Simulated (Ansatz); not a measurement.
InP, DFT, PBE, all-electron PAW with datasets made for the crystal, scalar-relativistic (Ansatz 0.2.0), run on 1 thread of AMD EPYC 7R43 64-Core Processor (Zen 3) on a shared host.

The geometry is COD entry 1538565, unchecked; take it as a test cell. The listed cell was then made from it by scaling, straining or moving an atom.

Command: `ansatz run input.yaml --threads 1 --pin off --max-ram 3072MiB --backend cpu --events-out ev --progress --plain --runs-dir out`

```yaml
crystal:
  lattice:
    - [0.0, 2.8454514337, 2.8454514337]
    - [2.8454514337, 0.0, 2.8454514337]
    - [2.8454514337, 2.8454514337, 0.0]
  atoms:
    - { symbol: In, position: [0.0, 0.0, 0.0] }
    - { symbol: P, position: [0.5, 0.5, 0.5] }
kpoints:
  mp_grid: { grid: [11, 11, 11] }
scf:
  occupations: { method: fermi_dirac, width: 0.03 }
hamiltonian:
  xc: pbe
  pseudopotentials: { kind: all_electron, datasets: crystal }
output:
  forces: true
  stress: true
  eigenvalues: true
  efg: { contact_densities: true }
```

Problem. How large is the problem that the program sets up?

Solution. 56 irreducible k-points, 387 plane waves at Γ, 13 bands.

Problem. About how long does it take, and how much memory does it use?

Solution. 6.5 s of wall time for 8 SCF iterations, with a peak of 0.43 GiB. Times on shared machines scatter by tens of per cent.

Problem. And the same cell and mesh by frozen-core PAW, asked for forces, stress, eigenvalues, efg, on the same hardware?

Solution. 4.5 s, peak memory 0.43 GiB.
